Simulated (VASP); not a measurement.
# AlCr2C (P6_3/mmc) in VASP: a series of runs

The runs below take AlCr2C through relaxation of cell and atoms, with PBE+D3(BJ), LDA.

All numbers are computed with VASP 6.6.1; they aren't measurements. Logs are shortened: lines on timing, memory, paths and dates and some standing lists are left out, and cuts for length are marked.

## Step 1: The structure

Symmetry: P6_3/mmc, No. 194, hexagonal system. The conventional cell has a = 2.825 Å, b = 2.825 Å, c = 12.601 Å, α = 90.00°, β = 90.00°, γ = 120.00°. Around Al (site symmetry -6m2) lie 6 Cr at 2.64 Å and 6 Al at 2.83 Å. Around Cr (site symmetry 3m) lie 3 C at 1.95 Å. C (site symmetry -3m) is surrounded by 6 Cr at 1.95 Å.

The cell comes from a database or a generator and needn't be the stable form of this composition.

## Step 2: Relaxation of cell and atoms, PBE+D3(BJ)

Contents of INCAR:

```
PREC = Accurate ; ENCUT = 600
EDIFF = 1E-6 ; ISMEAR = 1
SIGMA = 0.1 ; LREAL = False
LASPH = True ; NELM = 80
ALGO = Normal ; ISIF = 3
LWAVE = False ; LCHARG = False
GGA = PE ; IVDW = 12
IBRION = 2 ; NSW = 90
EDIFFG = -0.01 ; KPAR = 2
```

Contents of KPOINTS:

```
Automatic mesh
0
Gamma
  15 15 3
```

Contents of POSCAR:

```
AlCr2C
1.0
    2.8251010646      0.0000000000      0.0000000000
   -1.4125505323      2.4466092902      0.0000000000
    0.0000000000      0.0000000000     12.6013736800
Al Cr C
2 4 2
Direct
    0.6666666700      0.3333333300      0.2500000000
    0.3333333300      0.6666666700      0.7500000000
    0.3333333300      0.6666666700      0.4149411600
    0.6666666700      0.3333333300      0.9149411600
    0.6666666700      0.3333333300      0.5850588400
    0.3333333300      0.6666666700      0.0850588400
    0.0000000000      0.0000000000      0.5000000000
    0.0000000000      0.0000000000      0.0000000000
```

Potentials or basis: VASP PAW PBE potentials, release 64 (Al, Cr_pv, C).

Launch:

```bash
> cat potpaw_PBE.64/Al/POTCAR potpaw_PBE.64/Cr_pv/POTCAR potpaw_PBE.64/C/POTCAR > POTCAR
> mpirun -np 2 vasp_std > vasp.out
```

OUTCAR:

```text
PREC = Accurate
   ENCUT = 600
   EDIFF = 1E-6
   ISMEAR = 1
   LREAL = False
   LASPH = True
   NELM = 80
   ISIF = 3
   GGA = PE
   IVDW = 12
   IBRION = 2
   NSW = 90
   EDIFFG = -0.01
 IVDW          = 12

 ion  position               nearest neighbor table
   1  0.667  0.333  0.250-   3 2.64   6 2.64   3 2.64   6 2.64   3 2.64   6 2.64
   2  0.333  0.667  0.750-   4 2.64   5 2.64   4 2.64   5 2.64   4 2.64   5 2.64
   3  0.333  0.667  0.415-   7 1.95   7 1.95   7 1.95   1 2.64   1 2.64   1 2.64   5 2.69   5 2.69
                             5 2.69
   4  0.667  0.333  0.915-   8 1.95   8 1.95   8 1.95   2 2.64   2 2.64   2 2.64   6 2.69   6 2.69
                             6 2.69
   5  0.667  0.333  0.585-   7 1.95   7 1.95   7 1.95   2 2.64   2 2.64   2 2.64   3 2.69   3 2.69
                             3 2.69
   6  0.333  0.667  0.085-   8 1.95   8 1.95   8 1.95   1 2.64   1 2.64   1 2.64   4 2.69   4 2.69
                             4 2.69
   7  0.000  0.000  0.500-   3 1.95   5 1.95   3 1.95   5 1.95   5 1.95   3 1.95
   8  0.000  0.000  0.000-   4 1.95   6 1.95   6 1.95   4 1.95   4 1.95   6 1.95

  LATTYP: Found a hexagonal cell.
 ALAT       =     2.8251010646
 C/A-ratio  =     4.4605036747

  Lattice vectors:

 A1 = (   2.8251010646,   0.0000000000,   0.0000000000)
 A2 = (  -1.4125505323,   2.4466092902,   0.0000000000)
 A3 = (   0.0000000000,   0.0000000000,  12.6013736800)

Analysis of symmetry for initial positions (statically):
=====================================================================
 Subroutine PRICEL returns:
 Original cell was already a primitive cell.

 Routine SETGRP: Setting up the symmetry group for a
 hexagonal supercell.

 Subroutine GETGRP returns: Found 24 space group operations
 (whereof 12 operations were pure point group operations)
 out of a pool of 24 trial point group operations.

The static configuration has the point symmetry D_3d.
 The point group associated with its full space group is D_6h.

Analysis of symmetry for dynamics (positions and initial velocities):
=====================================================================
 Subroutine PRICEL returns:
 Original cell was already a primitive cell.

 Routine SETGRP: Setting up the symmetry group for a
 hexagonal supercell.

 Subroutine GETGRP returns: Found 24 space group operations
 (whereof 12 operations were pure point group operations)
 out of a pool of 24 trial point group operations.

The dynamic configuration has the point symmetry D_3d.
 The point group associated with its full space group is D_6h.

 Subroutine INISYM returns: Found 24 space group operations
 (whereof 12 operations are pure point group operations),
 and found     1 'primitive' translations

----------------------------------------------------------------------------------------

[... 95 lines left out ...]
   PREC   = accura    normal or accurate (medium, high low for compatibility)
   ISTART =      0    job   : 0-new  1-cont  2-samecut
   ICHARG =      2    charge: 1-file 2-atom 10-const
   ISPIN  =      1    spin polarized calculation?
   LNONCOLLINEAR =      F non collinear calculations
   LSORBIT =      F    spin-orbit coupling
   LASPH  =      T    aspherical Exc in radial PAW
   ENCUT  =  600.0 eV  44.10 Ry    6.64 a.u.   5.64  5.64 25.17*2*pi/ulx,y,z
   NELM   =     80;   NELMIN=  2; NELMDL= -5     # of ELM steps
   EDIFF  = 0.1E-05   stopping-criterion for ELM
   LREAL  =      F    real-space projection
   EDIFFG = -.1E-01   stopping-criterion for IOM
   NSW    =     90    number of steps for IOM
   IBRION =      2    ionic relax: 0-MD 1-quasi-New 2-CG
   NFREE  =      1    steps in history (QN), initial steepest desc. (CG)
   ISIF   =      3    stress and relaxation
   ISYM   =      2    0-nonsym 1-usesym 2-fastsym
   POTIM  = 0.5000    time-step for ionic-motion
   TEBEG  =    0.0;   TEEND  =   0.0 temperature during run
   PSTRESS=    0.0 pullay stress
   NELECT =      62.0000    total number of electrons
   NUPDOWN=      -1.0000    fix difference up-down
   EMIN   =  10.00;   EMAX   =-10.00  energy-range for DOS
   EFERMI =   0.00;   METHOD = LEGACY
   ISMEAR =     1;   SIGMA  =   0.10  broadening in eV -4-tet -1-fermi 0-gaus
   EFERMI_NEDOS =   21; number of points for ismear=-14 and -15
   IALGO  =     38    algorithm
   IMIX   =      4    mixing-type and parameters
     AMIX     =   0.40;   BMIX     =  1.00
     AMIX_MAG =   1.60;   BMIX_MAG =  1.00
  volume/ion in A,a.u.               =      10.89        73.47
  Fermi-wavevector in a.u.,A,eV,Ry     =   1.461728  2.762265 29.070870  2.136649
  Thomas-Fermi vector in A             =   2.578025
   LORBIT       =      0    0 simple, 1 ext, 2 COOP (PROOUT), +10 PAW based schemes
   GGA     = PE    functional components
   LHFCALC =     F    Hartree Fock is set to
   AEXX    =    0.0000 exact exchange contribution
   IVDW    =    12    specifies the selected vdW correction
   LEPSILON=     F    determine dielectric tensor
   LRPA    =     F    only Hartree local field effects (RPA)
 conjugate gradient relaxation of ions
 non-spin polarized calculation
 Methfessel and Paxton  Order N= 1 SIGMA  =   0.10
  energy-cutoff  :      600.00
  volume of cell :       87.10
 maximum number of plane-waves:      2936
 NGX is ok and might be reduce to    24
   NGX = 11   NGY = 11   NGZ = 51

--------------------------------------- Ionic step        1  -------------------------------------------

 number of electron      61.9999973 magnetization

 Free energy of the ion-electron system (eV)
  ---------------------------------------------------
  ext. energy  EPLUGINS =         0.00000000
  ---------------------------------------------------
  free energy    TOTEN  =       -65.46923138 eV

  energy without entropy =      -65.46745974  energy(sigma->0) =      -65.46864084

------------------------ aborting loop because EDIFF is reached ----------------------------------------

 Edisp (eV)   -3.06354

 E8    (eV) :    -1.3031
[... 175 lines left out ...]
--------------------------------------- Ionic step        5  -------------------------------------------

 number of electron      61.9999961 magnetization

 Free energy of the ion-electron system (eV)
  ---------------------------------------------------
  ext. energy  EPLUGINS =         0.00000000
  ---------------------------------------------------
  free energy    TOTEN  =       -65.44059891 eV

  energy without entropy =      -65.43880665  energy(sigma->0) =      -65.44000149

 E-fermi :  10.3259     XC(G=0): -12.6147

 val. band max:       10.3237654196   @ k =   0.4000   0.0667   0.3333
 cond. band min:      10.3281912702   @ k =   0.1333   0.1333   0.3333
 fundamental gap:      0.0044258507
 Fermi energy:        10.3259030329

 k-point     1 :       0.0000    0.0000    0.0000
  band No.  band energies     occupation
      1     -33.0915      2.00000
      2     -33.0897      2.00000
      3     -32.8540      2.00000
      4     -32.8540      2.00000
      5     -32.8540      2.00000
      6     -32.8540      2.00000
[... 949 lines left out ...]
     36      11.8473     -0.00000
     37      11.9028     -0.00000

 [... further k-points ...]

------------------------ aborting loop because EDIFF is reached ----------------------------------------

 Edisp (eV)   -3.09895

 E8    (eV) :    -1.3184
[... 31 lines left out ...]
  FREE ENERGIE OF THE ION-ELECTRON SYSTEM (eV)
  ---------------------------------------------------
  free  energy   TOTEN  =       -68.5395501757 eV

  energy  without entropy=      -68.5377579165  energy(sigma->0) =      -68.53895276

 reached required accuracy - stopping structural energy minimisation
```

OSZICAR:

```text
N       E                     dE             d eps       ncg     rms          rms(c)
DAV:   1     0.795925949930E+03    0.79593E+03   -0.36906E+04  3996   0.209E+03
DAV:   2    -0.168639371775E+01   -0.79761E+03   -0.78062E+03  3996   0.591E+02
DAV:   3    -0.783879213417E+02   -0.76702E+02   -0.74650E+02  5486   0.169E+02
DAV:   4    -0.813565207216E+02   -0.29686E+01   -0.29111E+01  4971   0.305E+01
[... 45 lines left out ...]
DAV:   1    -0.654405164730E+02    0.62482E-03   -0.89254E-03  5165   0.166E+00    0.432E-02
DAV:   2    -0.654406040313E+02   -0.87558E-04   -0.13401E-03  4356   0.295E-01    0.232E-02
DAV:   3    -0.654406014331E+02    0.25982E-05   -0.70275E-05  5566   0.683E-02    0.130E-02
DAV:   4    -0.654405996874E+02    0.17457E-05   -0.65700E-06  4120   0.233E-02    0.742E-03
DAV:   5    -0.654405989068E+02    0.78059E-06   -0.15853E-06  2295   0.117E-02
   5 F= -.68539550E+02 E0= -.68538953E+02  d E =-.105259E-02
```

CONTCAR:

```text
AlCr2C
   1.00000000000000
     2.8130780870105756    0.0000000000000000   -0.0000000000000000
    -1.4065390435052878    2.4361970861784537   -0.0000000000000000
     0.0000000000000000   -0.0000000000000000   12.5683174389228860
  Al              Cr              C
     2     4     2
Direct
     0.6666666699999979    0.3333333300000021    0.2500000000000000
     0.3333333300000021    0.6666666699999979    0.7500000000000000
     0.3333333300000021    0.6666666699999979    0.4145697386506629
     0.6666666699999979    0.3333333300000021    0.9145697386506628
     0.6666666699999979    0.3333333300000021    0.5854302613493372
     0.3333333300000021    0.6666666699999979    0.0854302613493371
     0.0000000000000000    0.0000000000000000    0.5000000000000000
     0.0000000000000000    0.0000000000000000    1.0000000000000000

  0.00000000E+00  0.00000000E+00  0.00000000E+00
  0.00000000E+00  0.00000000E+00  0.00000000E+00
  0.00000000E+00  0.00000000E+00  0.00000000E+00
  0.00000000E+00  0.00000000E+00  0.00000000E+00
  0.00000000E+00  0.00000000E+00  0.00000000E+00
  0.00000000E+00  0.00000000E+00  0.00000000E+00
  0.00000000E+00  0.00000000E+00  0.00000000E+00
  0.00000000E+00  0.00000000E+00  0.00000000E+00
```

It took 4.5 min on 2 MPI ranks of AMD EPYC 9R45 (Zen 5), shared host; peak memory 0.35 GiB.

What came out:

* Free energy: -68.5396 eV
* Relaxed volume: 10.77 Å³/atom
* Relaxed cell: a = 2.813 Å, b = 2.813 Å, c = 12.568 Å, α = 90.00°, β = 90.00°, γ = 120.00°
* Space group after relaxing (to 0.05 Å): P6_3/mmc (No. 194)
* Energy gained by relaxing: 0.8 meV/atom
* Ionic steps: 5
* Pressure after relaxing: 0.0 GPa
* Band gap on the k mesh: none (metal or under the smearing width)
* Dispersion energy per atom: -0.387 eV

Forces in eV/Å, atoms in the order of the input:
```
Al   0.000  0.000  0.000
Al   0.000  0.000  0.000
Cr   0.000  0.000 -0.002
Cr   0.000  0.000 -0.002
Cr   0.000  0.000  0.002
Cr   0.000  0.000  0.002
C    0.000  0.000  0.000
C    0.000  0.000  0.000
```

The path:
| step | energy change (eV) | largest force (eV/Å) | pressure (GPa) | volume (Å³) |
| --- | --- | --- | --- | --- |
| 1 | 0.0000 | 0.0067 | -2.20 | 87.10 |
| 2 | 0.0041 | 0.2496 | 3.01 | 85.23 |
| 3 | -0.0057 | 0.1015 | -0.01 | 86.28 |
| 4 | -0.0068 | 0.0105 | 0.00 | 86.15 |
| 5 | -0.0068 | 0.0024 | 0.00 | 86.13 |

Final structure:
```
Al Cr C
1.0
     2.81308    0.00000    0.00000
    -1.40654    2.43620    0.00000
     0.00000    0.00000   12.56832
Al Cr C
2 4 2
Direct
  0.66667 0.33333 0.25000
  0.33333 0.66667 0.75000
  0.33333 0.66667 0.41457
  0.66667 0.33333 0.91457
  0.66667 0.33333 0.58543
  0.33333 0.66667 0.08543
  0.00000 0.00000 0.50000
  0.00000 0.00000 0.00000
```

Levels at points of the mesh, in eV from the Fermi level:
| k point | band 27 | band 28 | band 29 | band 30 | band 31 | band 32 | band 33 | band 34 | band 35 | band 36 |
| --- | --- | --- | --- | --- | --- | --- | --- | --- | --- | --- |
| (0.00, 0.00, 0.00) | -1.07 | -1.07 | -1.06 | -1.06 | -0.23 | -0.23 | -0.20 | -0.20 | 0.59 | 0.59 |

Caveat: pairwise dispersion overbinds metals, which lowers pressure and volume. Spin polarisation is off, so any magnetic state and its effect on volume and gap are missing.

## Step 3: Relaxation of cell and atoms, PBE+D3(BJ)

This run uses another cell than the first one, of 10.77 Å³/atom, 0.989 times its volume.

Contents of INCAR:

```
PREC = Accurate ; ENCUT = 600
EDIFF = 1E-7 ; ISMEAR = 1
SIGMA = 0.1 ; LREAL = False
LASPH = True ; NELM = 80
ALGO = Normal ; ISIF = 3
LWAVE = False ; LCHARG = False
GGA = PE ; IVDW = 12
IBRION = 2 ; NSW = 90
EDIFFG = -0.005 ; KPAR = 2
```

KPOINTS is that of step 2.

Contents of POSCAR:

```
AlCr2C                                  
1.0
    2.8130780870      0.0000000000     -0.0000000000
   -1.4065390435      2.4361970862     -0.0000000000
    0.0000000000     -0.0000000000     12.5683174389
  Al              Cr              C             
     2     4     2
Direct
     0.6666666699999979    0.3333333300000021    0.2500000000000000
     0.3333333300000021    0.6666666699999979    0.7500000000000000
     0.3333333300000021    0.6666666699999979    0.4145697386506629
     0.6666666699999979    0.3333333300000021    0.9145697386506628
     0.6666666699999979    0.3333333300000021    0.5854302613493372
     0.3333333300000021    0.6666666699999979    0.0854302613493371
     0.0000000000000000    0.0000000000000000    0.5000000000000000
     0.0000000000000000    0.0000000000000000    1.0000000000000000
```

Potentials or basis: VASP PAW PBE potentials, release 64 (Al, Cr_pv, C).

Launch:

```bash
> cat potpaw_PBE.64/Al/POTCAR potpaw_PBE.64/Cr_pv/POTCAR potpaw_PBE.64/C/POTCAR > POTCAR
> mpirun -np 2 vasp_std > vasp.out
```

OUTCAR:

```text
PREC = Accurate
   ENCUT = 600
   EDIFF = 1E-7
   ISMEAR = 1
   LREAL = False
   LASPH = True
   NELM = 80
   ISIF = 3
   GGA = PE
   IVDW = 12
   IBRION = 2
   NSW = 90
   EDIFFG = -0.005
 IVDW          = 12

 ion  position               nearest neighbor table
   1  0.667  0.333  0.250-   3 2.63   6 2.63   3 2.63   6 2.63   3 2.63   6 2.63
   2  0.333  0.667  0.750-   4 2.63   5 2.63   4 2.63   5 2.63   4 2.63   5 2.63
   3  0.333  0.667  0.415-   7 1.95   7 1.95   7 1.95   1 2.63   1 2.63   1 2.63   5 2.69   5 2.69
                             5 2.69
   4  0.667  0.333  0.915-   8 1.95   8 1.95   8 1.95   2 2.63   2 2.63   2 2.63   6 2.69   6 2.69
[... 1189 lines left out ...]
  in kB       0.32314     0.32314     0.14948    -0.00000     0.00000     0.00000
  external pressure =        0.27 kB  Pullay stress =        0.00 kB

 VOLUME and BASIS-vectors are now :
 -----------------------------------------------------------------------------
  energy-cutoff  :      600.00
  volume of cell :       86.13
      direct lattice vectors                 reciprocal lattice vectors
     2.813078087  0.000000000  0.000000000     0.355482489  0.205237911  0.000000000
    -1.406539044  2.436197086  0.000000000     0.000000000  0.410475821  0.000000000
     0.000000000  0.000000000 12.568317439     0.000000000  0.000000000  0.079565145

 POSITION                                       TOTAL-FORCE (eV/Angst)
 -----------------------------------------------------------------------------------
      1.40654      0.81207      3.14208         0.000000     -0.000000      0.000000
     -0.00000      1.62413      9.42624        -0.000000      0.000000      0.000000
     -0.00000      1.62413      5.21044        -0.000000      0.000000     -0.001675
      1.40654      0.81207     11.49460         0.000000     -0.000000     -0.001675
      1.40654      0.81207      7.35787         0.000000     -0.000000      0.001675
     -0.00000      1.62413      1.07371        -0.000000      0.000000      0.001675
      0.00000      0.00000      6.28416         0.000000     -0.000000      0.000000
      0.00000      0.00000      0.00000         0.000000     -0.000000      0.000000
 -----------------------------------------------------------------------------------
    total drift:                               -0.000008      0.000005     -0.000000

  FREE ENERGIE OF THE ION-ELECTRON SYSTEM (eV)
  ---------------------------------------------------
  free  energy   TOTEN  =       -68.5387579220 eV

  energy  without entropy=      -68.5369658364  energy(sigma->0) =      -68.53816056

 reached required accuracy - stopping structural energy minimisation
```

CONTCAR:

```text
AlCr2C
   1.00000000000000
     2.8130780870000001    0.0000000000000000    0.0000000000000000
    -1.4065390435000000    2.4361970862000000    0.0000000000000000
     0.0000000000000000    0.0000000000000000   12.5683174388999994
  Al              Cr              C
     2     4     2
Direct
     0.6666666699999979    0.3333333300000021    0.2500000000000000
     0.3333333300000021    0.6666666699999979    0.7500000000000000
     0.3333333300000021    0.6666666699999979    0.4145697386506626
     0.6666666699999979    0.3333333300000021    0.9145697386506626
     0.6666666699999979    0.3333333300000021    0.5854302613493374
     0.3333333300000021    0.6666666699999979    0.0854302613493374
     0.0000000000000000    0.0000000000000000    0.5000000000000000
     0.0000000000000000    0.0000000000000000    0.0000000000000000

  0.00000000E+00  0.00000000E+00  0.00000000E+00
  0.00000000E+00  0.00000000E+00  0.00000000E+00
  0.00000000E+00  0.00000000E+00  0.00000000E+00
  0.00000000E+00  0.00000000E+00  0.00000000E+00
  0.00000000E+00  0.00000000E+00  0.00000000E+00
  0.00000000E+00  0.00000000E+00  0.00000000E+00
  0.00000000E+00  0.00000000E+00  0.00000000E+00
  0.00000000E+00  0.00000000E+00  0.00000000E+00
```

Run time: 83 s. Hardware: 2 MPI ranks of AMD EPYC 9R45 (Zen 5), shared host; peak memory 0.32 GiB.

What came out:

| Quantity | Value |
| --- | --- |
| Free energy | -68.5388 eV |
| Pressure after relaxing | 0.0 GPa |
| Band gap on the k mesh | none (metal or under the smearing width) |
| Dispersion energy per atom | -0.387 eV |

Final structure:
```xyz
8
Lattice="2.8131 0.0000 0.0000 -1.4065 2.4362 0.0000 0.0000 0.0000 12.5683" Properties=species:S:1:pos:R:3 pbc="T T T"
Al    1.4065    0.8121    3.1421
Al    0.0000    1.6241    9.4262
Cr    0.0000    1.6241    5.2104
Cr    1.4065    0.8121   11.4946
Cr    1.4065    0.8121    7.3579
Cr    0.0000    1.6241    1.0737
C     0.0000    0.0000    6.2842
C     0.0000    0.0000    0.0000
```

Caveat: the relaxation stopped at its first step, so nothing moved; pairwise dispersion overbinds metals, which lowers pressure and volume. Spin polarisation is off, so any magnetic state and its effect on volume and gap are missing.

[end of part 1 of 2]
